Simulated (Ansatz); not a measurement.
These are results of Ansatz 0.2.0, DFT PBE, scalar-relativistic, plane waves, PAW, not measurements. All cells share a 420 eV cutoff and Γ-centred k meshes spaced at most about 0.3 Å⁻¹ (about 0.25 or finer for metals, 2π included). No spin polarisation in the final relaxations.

Temperature and zero-point effects are left out.

Two forms of SiC were relaxed alike.

1.

```yaml
crystal:
  lattice:
    - [4.89853, 0.00000, 0.00000]
    - [0.00000, 2.75658, 0.00000]
    - [-1.68427, 0.00000, 4.73615]
  atoms:
    - { symbol: Si, position: [0.23792, 0.00000, 0.00091] }
    - { symbol: Si, position: [0.75987, 0.50000, 0.96001] }
    - { symbol: Si, position: [0.89771, 0.50000, 0.44296] }
    - { symbol: C, position: [0.56900, 0.50000, 0.55169] }
    - { symbol: C, position: [0.39243, 0.00000, 0.46595] }
    - { symbol: C, position: [0.14306, 0.00000, 0.57848] }
```

2.

```yaml
crystal:
  lattice:
    - [5.22299, 0.00000, 0.00000]
    - [0.00000, 8.19217, 0.00000]
    - [0.00000, 0.00000, 2.93647]
  atoms:
    - { symbol: Si, position: [0.59116, 0.64498, 0.50000] }
    - { symbol: Si, position: [0.40884, 0.35502, 0.50000] }
    - { symbol: Si, position: [0.00000, 0.50000, 0.00000] }
    - { symbol: Si, position: [0.09116, 0.85502, 0.50000] }
    - { symbol: Si, position: [0.90884, 0.14498, 0.50000] }
    - { symbol: Si, position: [0.50000, 0.00000, 0.00000] }
    - { symbol: C, position: [0.05500, 0.34648, 0.50000] }
    - { symbol: C, position: [0.94500, 0.65352, 0.50000] }
    - { symbol: C, position: [0.50000, 0.50000, 0.00000] }
    - { symbol: C, position: [0.55500, 0.15352, 0.50000] }
    - { symbol: C, position: [0.44500, 0.84648, 0.50000] }
    - { symbol: C, position: [0.00000, 0.00000, 0.00000] }
```

Task: Which form is favoured at zero pressure, and by what margin per atom?

Result: Cell 2 is lower, by 144 meV/atom. Cell 1 has space group Pm (No. 6), 10.7 Å³/atom and no gap on its mesh; cell 2 has space group Pbam (No. 55), 10.5 Å³/atom and no gap. Counting C atoms around Si (those within 1.25 times the shortest such distance or 1.15 times the sum of covalent radii; a plus sign parts nearer from farther groups; a slash parts the counts of unlike sites), cell 1 has Si 1/1+1/3 and cell 2 has Si 4. Cell 1 holds Si–Si pairs (shortest 2.29 Å) and C–C chains (shortest 1.51 Å); in cell 2 the shortest Si–Si distance is 2.56 Å, near bonding range too and the shortest C–C distance is 2.58 Å. Even the lower one lies +0.38 eV/atom against the reference forms of the elements (uncorrected), so neither is stable at this level. In cell 1, Si on its first site is surrounded by 1 C at 2.02 Å and 1 C at 2.20 Å; around Si on its second site lie 1 C at 1.95 Å and 1 Si at 2.29 Å; around C on its first site lie 2 C at 1.61 Å and 2 Si at 1.87–1.95 Å; 3 more sites not described. In cell 2, around Si on a site of symmetry m lie 4 C at 1.82–1.95 Å; around Si on a site of symmetry 2/m lie 4 C at 1.95 Å; around C on a site of symmetry m lie 4 Si at 1.82–1.95 Å; 1 more site not described. Both come from invented guesses. The part of the Crystallography Open Database at hand lists SiC in space groups No. 36, 156, 160, 186, 216; no cell shown has one of them.

The zero gap of Pbam may come from the functional, which often closes small gaps. Cells relaxed within their symmetry can be saddle points.
